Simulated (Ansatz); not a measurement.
The following input was run with Ansatz 0.2.0.

```yaml
crystal:
  lattice:
    - [3.4250717762, 0.0, 0.0]
    - [0.0, 3.4250717762, 0.0]
    - [0.0, 0.0, 3.4250717762]
  atoms:
    - { symbol: Na, position: [0.0, 0.0, 0.0] }
    - { symbol: Cl, position: [0.5, 0.5, 0.5] }
basis:
  ecutwfc: 420
kpoints:
  mp_grid: { grid: [6, 6, 6] }
hamiltonian:
  xc: pbesol
scf:
  occupations: { method: gaussian, width: 0.02 }
output:
  forces: true
  stress: true
  eigenvalues: true
```

It can be run as
```bash
ansatz run input.yaml --threads 1 --pin off --backend cpu --events-out ev --progress --plain --runs-dir out  # memory cap (--max-ram) not shown
```

Theory: DFT PBEsol, scalar-relativistic, plane waves, PAW (Ansatz).

Part of what the program printed, abridged:

```
Pseudopotentials: kind: paw
Pseudopotential: Na, paw, valence charge 9, recommended cutoff 420 eV (normal)
Pseudopotential: Cl, paw, valence charge 7, recommended cutoff 420 eV (normal)
Functional definition: PBEsol
Crystal: 2 atoms, lattice volume = 40.180 Å³
Basis set: ecut = 420 eV, 751 PW (Γ), exchange–correlation on 48×48×48 points (8 copies of the dense FFT grid, shifted against one another)
Bands: 12, of which v1, the nominal top of the filled ones, is band 8 counted from 1 (7 counted from 0)
Symmetry: 48 space group operations
Space group: Pm-3m (ITA 221), of the structure as read, at distance tolerance 3.4e-5 Å
k-points: 20 of 216
Initial density: superposition of atomic densities (neutral atoms: chi_scale 0, normalization atom), corrected by the library's trained network
Initial wavefunctions: pseudopotential atomic-orbital guess
Functional: x = pbesol(κ = 0.804, μ = 0.12345679), c = pbesol(β = 0.046)
SCF iter   1: F=—  HF=-2540.018971 eV  |F-HF|=—  |Δ(HF+E_count)|=         —  Δρ=3.59e-3  dr2=6.08e-3  ethr=1.77e-3  ⟨swp⟩=6.5  Hψ=1396  notcnv=0
SCF iter   2: F=—  HF=-2540.015644 eV  |F-HF|=—  |Δ(HF+E_count)|=   3.33e-3  Δρ=1.22e-3  dr2=6.15e-4  ethr=3.80e-5  ⟨swp⟩=2.2  Hψ=542  notcnv=0
SCF iter   3: F=—  HF=-2540.015537 eV  |F-HF|=—  |Δ(HF+E_count)|=   1.07e-4  Δρ=4.35e-4  dr2=6.34e-5  ethr=3.84e-6  ⟨swp⟩=2.0  Hψ=377  notcnv=0
SCF iter   4: F=—  HF=-2540.015485 eV  |F-HF|=—  |Δ(HF+E_count)|=   5.18e-5  Δρ=2.26e-4  dr2=2.89e-5  ethr=3.97e-7  ⟨swp⟩=2.0  Hψ=320  notcnv=0
SCF iter   5: F=—  HF=-2540.015478 eV  |F-HF|=—  |Δ(HF+E_count)|=   6.63e-6  Δρ=1.27e-4  dr2=1.01e-5  ethr=1.81e-7  ⟨swp⟩=1.0  Hψ=240  notcnv=0
SCF iter   6: F=—  HF=-2540.015475 eV  |F-HF|=—  |Δ(HF+E_count)|=   3.25e-6  Δρ=2.06e-5  dr2=2.66e-7  ethr=6.33e-8  ⟨swp⟩=2.1  Hψ=300  notcnv=0
SCF iter   7: F=-2540.015475 eV  HF=-2540.015475 eV  |F-HF|=4.16e-10  |Δ(HF+E_count)|=   6.58e-8  Δρ=1.19e-6  dr2=9.02e-10  ethr=6.25e-10  ⟨swp⟩=5.0  Hψ=1043  notcnv=0
SCF 1 converged in 7 iterations: F = -2540.015475 eV  dr2 = 9.02e-10
SCF converged after 7 iterations
Free energy (F): -2540.015475 eV
Harris-Foulkes:  -2540.015475 eV  (|F-HF|=4.16e-10)
Internal energy: -2540.015475 eV  (E = F + TS)
E sigma→0 (E₀):  -2540.015475 eV
Fermi energy:    4.931896 eV
--- Per-component energies (eV) ---
  E_band       = -219.627394
  E_kinetic    = 282.898844
  E_local      = -1440.310298  (includes V_loc(G=0)·N_el)
  E_nonlocal   = 144.757254
  E_hartree    = 500.766822
  E_xc         = -145.213700
  E_vxc        = -172.152398  (∫ρ·V_xc dr)
  E_paw        = -895.289177  (= ΣΔE_a)
  E_vpaw       = -36.354916  (= ΣTr[D̂ρ^β])
  E_aug_tail   = 0.000066  (compensation charges beyond the density's cutoff)
  E_ewald      = -987.758412
  E_core_change = 0.133126  (= ΣΔE_core)
  E_smearing   =  0.000000  (= −TS)
--- Forces (eV/Å), atoms counted from 1 ---
  atom   1  Na     0.00000000     0.00000000     0.00000000
  atom   2  Cl     0.00000000     0.00000000     0.00000000
--- Stress (GPa, compression-positive) ---
        0.578253       0.000000       0.000000
        0.000000       0.578253       0.000000
        0.000000       0.000000       0.578253
  P = ⅓ Tr σ = 0.5783 GPa (5.783 kbar)
--- Band table (eV; the first three rows and the last of 20) ---
  k-point 0: bands = ["-46.8708", "-18.9328", "-18.9328", "-18.9328", "-10.7133", "2.3433", "2.3433", "2.3433", "6.9623", "11.1590", "11.1590", "18.5971"]
  k-point 1: bands = ["-46.8702", "-18.9467", "-18.9315", "-18.9315", "-10.6117", "1.4462", "2.4061", "2.4061", "7.7248", "11.4701", "11.8306", "16.7923"]
  k-point 2: bands = ["-46.8691", "-18.9744", "-18.9291", "-18.9291", "-10.3948", "0.1348", "2.5373", "2.5373", "8.9937", "12.3362", "12.3514", "15.2415"]
  k-point 19: bands = ["-46.8643", "-18.9673", "-18.9673", "-18.9673", "-9.6338", "0.8069", "0.8069", "0.8069", "9.8183", "9.8183", "9.8183", "15.1073"]
```

The calculation finished and met its thresholds.